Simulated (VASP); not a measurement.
Input of a VASP 6.6.1 run:

The input INCAR:

```
SYSTEM = BAs
PREC = Accurate
ENCUT = 520
EDIFF = 1E-6
ISMEAR = 0
SIGMA = 0.05
LREAL = .FALSE.
LASPH = .TRUE.
NELM = 60
ALGO = Normal
ISIF = 2
LWAVE = .FALSE.
LCHARG = .FALSE.
GGA = PS
NBANDS = 11
```

The input KPOINTS:

```
regular mesh
0
G
  10 10 10
  0 0 0
```

Contents of POSCAR:

```
BAs
1.0
    0.0000000000      2.3885000000      2.3885000000
    2.3885000000      0.0000000000      2.3885000000
    2.3885000000      2.3885000000      0.0000000000
As B
1 1
Direct
    0.7500000000      0.7500000000      0.7500000000
    0.0000000000      0.0000000000      0.0000000000
```

Potentials or basis: VASP PAW PBE potentials, release 64 (As, B).

The run is started by

```bash
$ cat potpaw_PBE.64/As/POTCAR potpaw_PBE.64/B/POTCAR > POTCAR
$ mpirun -np 1 vasp_std > vasp.out
```

Task: What does it give for the pressure?

Result: 0.1 GPa.

Task: Predict the band gap on the k mesh.

Result: 1.08 eV, indirect (least direct gap 3.24 eV).

Caveat: the PAW data sets were made with another functional, which shifts forces and pressure a little. A k mesh can miss the band edges.
